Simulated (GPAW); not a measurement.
# Zn (P6_3/mmc) in GPAW: settings compared, part 2 of 2

GPAW 26.7.0. Earlier steps stand in the parts before.

**4. Relaxation of cell and atoms, RPBE+D4**

Contents of run.py:

```python
from ase import Atoms
from ase.calculators.mixing import SumCalculator
from ase.filters import FrechetCellFilter
from ase.io import write
from ase.optimize import BFGS
from dftd4.ase import DFTD4
from gpaw import GPAW, PW

atoms = Atoms(['Zn', 'Zn'],
              cell=[[2.67, 0.0, 0.0],
                    [-1.335, 2.3122878281, 0.0],
                    [0.0, 0.0, 4.966]],
              scaled_positions=[[0.6666666667, 0.3333333333, 0.75],
                                [0.3333333333, 0.6666666667, 0.25]],
              pbc=True)

calc = GPAW(mode=PW(600),
            xc='RPBE',
            kpts={'size': (8, 8, 4), 'gamma': True},
            occupations={'name': 'fermi-dirac', 'width': 0.05},
            nbands=21,
            convergence={'density': 1e-05, 'energy': 1e-05},
            maxiter=150,
            txt='gpaw.txt')
atoms.calc = SumCalculator([calc, DFTD4(method='rpbe')])
opt = BFGS(FrechetCellFilter(atoms), trajectory='relax.traj', logfile='-')
done = opt.run(fmax=0.02, steps=40)
calc.write('gs.gpw')
write('result.traj', atoms)
print('Converged:', done)
print('Cell:', atoms.cell.cellpar().round(4))
print('Volume:', round(atoms.get_volume(), 4))
print(atoms.get_scaled_positions().round(5))
```

Run with:

```console
OMP_NUM_THREADS=1 python run.py
```

Run time: 1.8 min. Hardware: 1 thread of Arm Neoverse V1, shared host; peak memory 0.23 GiB.

Results (log left out):

```yaml
Free_energy: -2.9665 eV
Relaxed_volume: 14.23 Å³/atom
Relaxed_cell: a = 2.704 Å, b = 2.704 Å, c = 4.495 Å, α = 90.00°, β = 90.00°, γ = 120.00°
Space_group_after_relaxing_to_0.05_Å: P6_3/mmc (No. 194)
Energy_gained_by_relaxing: 46.5 meV/atom
Ionic_steps: 9
Pressure_after_relaxing: 0.0 GPa
Band_gap_on_the_k_mesh: none (metal or under the smearing width)
Dispersion_energy_per_atom: -0.687 eV
```

Step by step:
```csv
step,energy change (eV),largest force (eV/Å),pressure (GPa),volume (Å³)
1,0.0000,0.0000,-3.78,30.66
2,-0.0073,0.0000,-3.38,30.42
3,-0.0371,0.0001,6.68,26.76
4,-0.0524,0.0002,1.12,28.28
5,-0.0601,0.0001,1.65,28.03
6,-0.0753,0.0001,4.57,27.22
7,-0.0868,0.0001,1.95,27.91
8,-0.0922,0.0001,0.65,28.27
9,-0.0930,0.0001,0.03,28.47
```

Final structure:
```yaml
crystal:
  lattice:
    - [2.70413, 0.00000, 0.00000]
    - [-1.35206, 2.34184, 0.00000]
    - [0.00000, 0.00000, 4.49503]
  atoms:
    - { symbol: Zn, position: [0.66667, 0.33333, 0.75000] }
    - { symbol: Zn, position: [0.33333, 0.66667, 0.25000] }
```

Levels at points of the mesh, in eV from the Fermi level:
```
           k point  band 9  band 10  band 11  band 12  band 13  band 14  band 15  band 16
(0.00, 0.00, 0.00)   -7.57    -7.19    -7.19    -3.40    -1.56    16.00    16.00    17.76
(0.00, 0.00, 0.50)   -7.31    -7.31    -7.31    -7.31     7.13     7.13    17.65    17.65
(0.50, 0.50, 0.00)   -7.11    -7.07    -3.46    -2.77     3.64     3.66     5.27     6.04
(0.50, 0.50, 0.50)   -7.08    -7.08    -2.28    -2.28    -0.08    -0.08    11.24    11.24
```

Caveat: later steps reuse the first step's grids; pairwise dispersion overbinds metals, which lowers pressure and volume.

**5. Relaxation of cell and atoms, rSCAN**

Changes to run.py since step 4:

```diff
@@ -1,3 +1,2 @@
 from ase import Atoms
-from ase.calculators.mixing import SumCalculator
 from ase.filters import FrechetCellFilter
@@ -5,3 +4,2 @@
 from ase.optimize import BFGS
-from dftd4.ase import DFTD4
 from gpaw import GPAW, PW
@@ -17,3 +15,3 @@
 calc = GPAW(mode=PW(600),
-            xc='RPBE',
+            xc='MGGA_X_RSCAN+MGGA_C_RSCAN',
             kpts={'size': (8, 8, 4), 'gamma': True},
@@ -21,8 +19,8 @@
             nbands=21,
-            convergence={'density': 1e-05, 'energy': 1e-05},
+            convergence={'density': 1e-06, 'energy': 1e-06, 'eigenstates': 1e-10},
             maxiter=150,
             txt='gpaw.txt')
-atoms.calc = SumCalculator([calc, DFTD4(method='rpbe')])
+atoms.calc = calc
 opt = BFGS(FrechetCellFilter(atoms), trajectory='relax.traj', logfile='-')
-done = opt.run(fmax=0.02, steps=40)
+done = opt.run(fmax=0.02, steps=100)
 calc.write('gs.gpw')
```

Potentials or basis: GPAW PAW data sets (gpaw-data 1.2.1), pw.

Run with:

```console
OMP_NUM_THREADS=1 python run.py
```

It took 11 min on 1 thread of Arm Neoverse V1, shared host; peak memory 0.89 GiB.

It converged, with:

```
Free energy                            : -31.5951 eV
Relaxed volume                         : 14.09 Å³/atom
Relaxed cell                           : a = 2.692 Å, b = 2.692 Å, c = 4.487 Å, α = 90.00°, β = 90.00°, γ = 120.00°
Space group after relaxing (to 0.05 Å) : P6_3/mmc (No. 194)
Energy gained by relaxing              : 42.6 meV/atom
Ionic steps                            : 12
Pressure after relaxing                : -0.1 GPa
Band gap on the k mesh                 : none (metal or under the smearing width)
```

The path:
| step | energy change (eV) | largest force (eV/Å) | pressure (GPa) | volume (Å³) |
| --- | --- | --- | --- | --- |
| 1 | 0.0000 | 0.0000 | -4.83 | 30.66 |
| 2 | -0.0086 | 0.0000 | -4.21 | 30.36 |
| 3 | -0.0369 | 0.0000 | 1.24 | 28.28 |
| 4 | -0.0397 | 0.0000 | 0.63 | 28.44 |
| 5 | -0.0485 | 0.0001 | -0.72 | 28.67 |
| 6 | -0.0718 | 0.0000 | -1.10 | 28.51 |
| 7 | -0.0135 | 0.0001 | 2.25 | 27.67 |
| 8 | -0.0814 | 0.0000 | -0.18 | 28.22 |
| 9 | -0.0586 | 0.0001 | -0.30 | 28.33 |
| 10 | -0.0837 | 0.0000 | -0.21 | 28.22 |
| 11 | -0.0819 | 0.0000 | 0.09 | 28.14 |
| 12 | -0.0851 | 0.0000 | -0.06 | 28.17 |

Final structure:
```
Zn
1.0
     2.69242    0.00000    0.00000
    -1.34621    2.33170    0.00000
     0.00000    0.00000    4.48742
Zn
2
Direct
  0.66667 0.33333 0.75000
  0.33333 0.66667 0.25000
```

Levels at points of the mesh, in eV from the Fermi level:
```
           k point  band 10  band 11  band 12  band 13  band 14  band 15
(0.00, 0.00, 0.00)    -7.59    -7.59    -3.71    -1.71    16.87    16.87
(0.00, 0.00, 0.50)    -7.72    -7.72    -7.72     7.37     7.37    18.63
(0.50, 0.50, 0.00)    -7.46    -3.74    -2.96     3.75     3.77     5.53
(0.50, 0.50, 0.50)    -7.48    -2.53    -2.53    -0.08    -0.08    11.82
```

Caveat: later steps reuse the first step's grids; the PAW data sets were made with another functional, which shifts forces and pressure a little.

**6. Relaxation of cell and atoms, r2SCAN**

Contents of run.py:

```python
from ase.filters import FrechetCellFilter
from ase.io import read, write
from ase.optimize import FIRE
from gpaw import GPAW, PW

atoms = read('Zn.cif')

calc = GPAW(mode=PW(600),
            xc='MGGA_X_R2SCAN+MGGA_C_R2SCAN',
            kpts={'size': (8, 8, 4), 'gamma': True},
            occupations={'name': 'fermi-dirac', 'width': 0.05},
            nbands=21,
            convergence={'density': 1e-06, 'energy': 1e-06, 'eigenstates': 1e-10},
            maxiter=150,
            txt='gpaw.txt')
atoms.calc = calc
opt = FIRE(FrechetCellFilter(atoms), trajectory='relax.traj', logfile='-')
done = opt.run(fmax=0.05, steps=40)
calc.write('gs.gpw')
write('result.traj', atoms)
print('Converged:', done)
print('Cell:', atoms.cell.cellpar().round(4))
print('Volume:', round(atoms.get_volume(), 4))
print(atoms.get_scaled_positions().round(5))
```

Contents of Zn.cif:

```cif
data_Zn
_cell_length_a 2.67000000
_cell_length_b 2.67000000
_cell_length_c 4.96600000
_cell_angle_alpha 90.00000000
_cell_angle_beta 90.00000000
_cell_angle_gamma 120.00000000
_space_group_name_H-M_alt 'P6_3/mmc'
_space_group_name_Hall '-P 6c 2c'
_space_group_IT_number 194
loop_
_space_group_symop_operation_xyz
'x,y,z'
'-x,-y,-z'
'x-y,x,z+1/2'
'-x+y,-x,-z+1/2'
'-y,x-y,z'
'y,-x+y,-z'
'-x,-y,z+1/2'
'x,y,-z+1/2'
'-x+y,-x,z'
'x-y,x,-z'
'y,-x+y,z+1/2'
'-y,x-y,-z+1/2'
'-y,-x,-z+1/2'
'y,x,z+1/2'
'-x,-x+y,-z'
'x,x-y,z'
'-x+y,y,-z+1/2'
'x-y,-y,z+1/2'
'y,x,-z'
'-y,-x,z'
'x,x-y,-z+1/2'
'-x,-x+y,z+1/2'
'x-y,-y,-z'
'-x+y,y,z'
loop_
_atom_site_label
_atom_site_type_symbol
_atom_site_symmetry_multiplicity
_atom_site_Wyckoff_symbol
_atom_site_fract_x
_atom_site_fract_y
_atom_site_fract_z
_atom_site_occupancy
Zn1 Zn 2 c 0.6666666667 0.3333333333 0.7500000000 1
```

Potentials or basis: GPAW PAW data sets (gpaw-data 1.2.1), pw.

Run with:

```console
OMP_NUM_THREADS=1 python run.py
```

gpaw.txt:

```text
__  _  _
 | _ |_)|_||  |
 |__||  | ||/\| - 26.7.0

Input parameters:
  mode=PW(ecut=600.0),
  convergence={'density': 1e-06, 'energy': 1e-06, 'eigenstates': 1e-10},
  kpts=MonkhorstPack(size=(8, 8, 4), gamma=True),
  maxiter=150,
  nbands=21,
  occupations=Occupations(name='fermi-dirac', width=0.05),
  xc=XC(name='MGGA_X_R2SCAN+MGGA_C_R2SCAN')

Diagonalizing LCAO Hamiltonian
Converting LCAO to pw mode

          Zn

        Zn

Atoms  # Å, Bohr magnetons
|   | symbol |         x |        y |        z |    initial magnetic moments |
|---|--------|-----------|----------|----------|-----------------------------|
| 0 |     Zn |  1.335000 | 0.770763 | 3.724500 | ( 0.0000,  0.0000,  0.0000) |
| 1 |     Zn | -0.000000 | 1.541525 | 1.241500 | ( 0.0000,  0.0000,  0.0000) |

Unit cell  # Å
| periodic |         x |        y |        z |  lengths |     angles |
|----------|-----------|----------|----------|----------|------------|
|      yes |  2.670000 | 0.000000 | 0.000000 | 2.670000 |  90.000000 |
|      yes | -1.335000 | 2.312288 | 0.000000 | 2.670000 |  90.000000 |
|      yes |  0.000000 | 0.000000 | 4.966000 | 4.966000 | 120.000000 |

Number of symmetries: 12
Symmetry operations  # r_c * U_cc + t_c -> r_c
|    | kind |            matrix            |
|----|------|------------------------------|
|  0 |  σ   |  1, 1, 0,  0,-1, 0,  0, 0, 1 |
|  1 |  S6  |  1, 1, 0, -1, 0, 0,  0, 0,-1 |
|  2 |  E   |  1, 0, 0,  0, 1, 0,  0, 0, 1 |
|  3 |  C2  |  1, 0, 0, -1,-1, 0,  0, 0,-1 |
|  4 |  C2  |  0, 1, 0,  1, 0, 0,  0, 0,-1 |
|  5 |  C3  |  0, 1, 0, -1,-1, 0,  0, 0, 1 |
|  6 |  S6  |  0,-1, 0,  1, 1, 0,  0, 0,-1 |
|  7 |  σ   |  0,-1, 0, -1, 0, 0,  0, 0, 1 |
|  8 |  σ   | -1, 0, 0,  1, 1, 0,  0, 0, 1 |
[... 827 lines left out ...]
No gap
No difference between direct/indirect transitions

Stress tensor  # eV/Ang^3
|        x |         y |         z |
|----------|-----------|-----------|
| 0.003894 |  0.000000 |  0.000000 |
| 0.000000 |  0.003894 | -0.000000 |
| 0.000000 | -0.000000 |  0.030007 |

Forces  # eV/Ang
|        x |       y |        z |
|----------|---------|----------|
|  0.00000 | 0.00000 | -0.00000 |  # Zn   0
| -0.00000 | 0.00000 |  0.00000 |  # Zn   1
[... 206 lines left out ...]
Stress tensor  # eV/Ang^3
|         x |         y |        z |
|-----------|-----------|----------|
| -0.006526 | -0.000000 | 0.000000 |
|  0.000000 | -0.006526 | 0.000000 |
|  0.000000 |  0.000000 | 0.025197 |

Forces  # eV/Ang
|       x |        y |        z |
|---------|----------|----------|
| 0.00000 | -0.00000 | -0.00000 |  # Zn   0
| 0.00000 |  0.00000 |  0.00000 |  # Zn   1

Interpolating wave functions to new cell

          Zn
[... 221 lines left out ...]
Atoms  # Å, Bohr magnetons
|   | symbol |         x |        y |        z |    initial magnetic moments |
|---|--------|-----------|----------|----------|-----------------------------|
| 0 |     Zn |  1.312493 | 0.757768 | 3.539100 | ( 0.0000,  0.0000,  0.0000) |
| 1 |     Zn | -0.000000 | 1.515536 | 1.179701 | ( 0.0000,  0.0000,  0.0000) |

Unit cell  # Å
| periodic |         x |        y |         z |  lengths |     angles |
|----------|-----------|----------|-----------|----------|------------|
|      yes |  2.624985 | 0.000000 | -0.000000 | 2.624985 |  90.000000 |
|      yes | -1.312493 | 2.273304 |  0.000000 | 2.624985 |  90.000000 |
|      yes |  0.000000 | 0.000000 |  4.718801 | 4.718801 | 120.000000 |

Number of symmetries: 12
Symmetry operations  # r_c * U_cc + t_c -> r_c
|    | kind |            matrix            |
|----|------|------------------------------|
|  0 |  σ   |  1, 1, 0,  0,-1, 0,  0, 0, 1 |
|  1 |  S6  |  1, 1, 0, -1, 0, 0,  0, 0,-1 |
|  2 |  E   |  1, 0, 0,  0, 1, 0,  0, 0, 1 |
|  3 |  C2  |  1, 0, 0, -1,-1, 0,  0, 0,-1 |
|  4 |  C2  |  0, 1, 0,  1, 0, 0,  0, 0,-1 |
|  5 |  C3  |  0, 1, 0, -1,-1, 0,  0, 0, 1 |
|  6 |  S6  |  0,-1, 0,  1, 1, 0,  0, 0,-1 |
|  7 |  σ   |  0,-1, 0, -1, 0, 0,  0, 0, 1 |
|  8 |  σ   | -1, 0, 0,  1, 1, 0,  0, 0, 1 |
[... 1071 lines left out ...]
Atoms  # Å, Bohr magnetons
|   | symbol |         x |        y |        z |    initial magnetic moments |
|---|--------|-----------|----------|----------|-----------------------------|
| 0 |     Zn |  1.349049 | 0.778874 | 3.344696 | ( 0.0000,  0.0000,  0.0000) |
| 1 |     Zn | -0.000000 | 1.557748 | 1.114912 | ( 0.0000,  0.0000,  0.0000) |

Unit cell  # Å
| periodic |         x |        y |         z |  lengths |     angles |
|----------|-----------|----------|-----------|----------|------------|
|      yes |  2.698098 | 0.000000 | -0.000000 | 2.698098 |  90.000000 |
|      yes | -1.349049 | 2.336622 |  0.000000 | 2.698098 |  90.000000 |
|      yes |  0.000000 | 0.000000 |  4.459608 | 4.459608 | 120.000000 |

Number of symmetries: 12
Symmetry operations  # r_c * U_cc + t_c -> r_c
|    | kind |            matrix            |
|----|------|------------------------------|
|  0 |  σ   |  1, 1, 0,  0,-1, 0,  0, 0, 1 |
|  1 |  S6  |  1, 1, 0, -1, 0, 0,  0, 0,-1 |
|  2 |  E   |  1, 0, 0,  0, 1, 0,  0, 0, 1 |
|  3 |  C2  |  1, 0, 0, -1,-1, 0,  0, 0,-1 |
|  4 |  C2  |  0, 1, 0,  1, 0, 0,  0, 0,-1 |
|  5 |  C3  |  0, 1, 0, -1,-1, 0,  0, 0, 1 |
|  6 |  S6  |  0,-1, 0,  1, 1, 0,  0, 0,-1 |
|  7 |  σ   |  0,-1, 0, -1, 0, 0,  0, 0, 1 |
|  8 |  σ   | -1, 0, 0,  1, 1, 0,  0, 0, 1 |
[... 1260 lines left out ...]
No gap
No difference between direct/indirect transitions

Stress tensor  # eV/Ang^3
|         x |        y |         z |
|-----------|----------|-----------|
|  0.000767 | 0.000000 |  0.000000 |
| -0.000000 | 0.000767 | -0.000000 |
|  0.000000 | 0.000000 | -0.001719 |

Forces  # eV/Ang
|       x |        y |        z |
|---------|----------|----------|
| 0.00000 | -0.00000 |  0.00002 |  # Zn   0
| 0.00000 |  0.00000 | -0.00002 |  # Zn   1

# Writing to gs.gpw (mode='')
```

stdout:

```text
Step          Energy          fmax
FIRE:    0      -15.665429        0.542544
FIRE:    1      -15.670527        0.523438
FIRE:    2      -15.679031        0.488956
FIRE:    3      -15.688376        0.444587
FIRE:    4      -15.696357        0.366477
FIRE:    5      -15.701449        0.208444
[... 9 lines left out ...]
FIRE:   15      -15.743689        0.065494
FIRE:   16      -15.743867        0.024406
Converged: True
Cell: [  2.702    2.702    4.4917  90.      90.     120.    ]
Volume: 28.3996
[[0.66667 0.33333 0.75   ]
 [0.33333 0.66667 0.25   ]]
```

It took 16 min on 1 thread of Arm Neoverse V1, shared host; peak memory 0.92 GiB.

Results:

| Item | Value |
| --- | --- |
| Free energy | -15.7439 eV |
| Relaxed volume | 14.20 Å³/atom |
| Relaxed cell | a = 2.702 Å, b = 2.702 Å, c = 4.492 Å, α = 90.00°, β = 90.00°, γ = 120.00° |
| Space group after relaxing (to 0.05 Å) | P6_3/mmc (No. 194) |
| Energy gained by relaxing | 40.1 meV/atom |
| Ionic steps | 17 |
| Pressure after relaxing | 0.0 GPa |
| Band gap on the k mesh | none (metal or under the smearing width) |

The path:
| step | energy change (eV) | largest force (eV/Å) | pressure (GPa) | volume (Å³) |
| --- | --- | --- | --- | --- |
| 1 | 0.0000 | 0.0000 | -4.31 | 30.66 |
| 2 | -0.0050 | 0.0000 | -3.92 | 30.47 |
| 3 | -0.0134 | 0.0000 | -3.14 | 30.11 |
| 4 | -0.0227 | 0.0000 | -2.02 | 29.63 |
| 5 | -0.0309 | 0.0000 | -0.65 | 29.09 |
| 6 | -0.0363 | 0.0001 | 0.80 | 28.57 |
| 7 | -0.0381 | 0.0001 | 1.81 | 28.16 |
| 8 | -0.0468 | 0.0000 | 2.08 | 27.90 |
| 9 | -0.0579 | 0.0000 | 2.31 | 27.77 |
| 10 | -0.0714 | 0.0001 | 2.11 | 27.83 |
| 11 | -0.0784 | 0.0001 | 1.08 | 28.10 |
| 12 | -0.0785 | 0.0001 | 1.02 | 28.12 |
| 13 | -0.0789 | 0.0001 | 0.89 | 28.15 |
| 14 | -0.0793 | 0.0001 | 0.72 | 28.20 |
| 15 | -0.0797 | 0.0001 | 0.50 | 28.26 |
| 16 | -0.0800 | 0.0000 | 0.26 | 28.33 |
| 17 | -0.0802 | 0.0000 | 0.01 | 28.40 |

Final structure:
```
Zn
1.0
     2.70199    0.00000    0.00000
    -1.35100    2.33999    0.00000
     0.00000    0.00000    4.49173
Zn
2
Direct
  0.66667 0.33333 0.75000
  0.33333 0.66667 0.25000
```

Caveat: later steps reuse the first step's grids; the PAW data sets were made with another functional, which shifts forces and pressure a little.

**7. Overview**

| task | level | potentials or basis | cell | k mesh | maxiter | optimizer | fmax | max steps | other keys | gap on the mesh (eV) | pressure (GPa) | relaxed volume (Å³/atom) |
| --- | --- | --- | --- | --- | --- | --- | --- | --- | --- | --- | --- | --- |
| single point | PBE | GPAW PAW data sets (gpaw-data 1.2.1), pw | as given | 18 × 18 × 9 | 50 | - | - | - | several, not listed | none | -1.2 | - |
| relaxation of cell and atoms | revPBE+D3(BJ) | the program's PAW data sets (release 1.2.1) made for this functional, pw | relaxed | 8 × 8 × 4 | 150 | BFGS | 0.02 eV/Å | 100 | - | none | -0.2 | 13.71 |
| relaxation of cell and atoms | RPBE+D4 | the program's PAW data sets (release 1.2.1) made for this functional, pw | relaxed | 8 × 8 × 4 | 150 | BFGS | 0.02 eV/Å | 40 | - | none | 0.0 | 14.23 |
| relaxation of cell and atoms | rSCAN | GPAW PAW data sets (gpaw-data 1.2.1), pw | relaxed | 8 × 8 × 4 | 150 | BFGS | 0.02 eV/Å | 100 | - | none | -0.1 | 14.09 |
| relaxation of cell and atoms | r2SCAN | GPAW PAW data sets (gpaw-data 1.2.1), pw | relaxed | 8 × 8 × 4 | 150 | FIRE | 0.05 eV/Å | 40 | - | none | 0.0 | 14.20 |

Alike in all rows: no spin polarisation; cutoff (eV) 600; smearing fermi-dirac 0.05 eV.

Caveats: later steps reuse the first step's grids (some runs); pairwise dispersion overbinds metals, which lowers pressure and volume (some runs); the PAW data sets were made with another functional, which shifts forces and pressure a little (some runs); the volume moved by -11 % from the deposited cell, more than functionals usually miss (some runs).

Absolute energies hang on the potentials; compare differences alone.
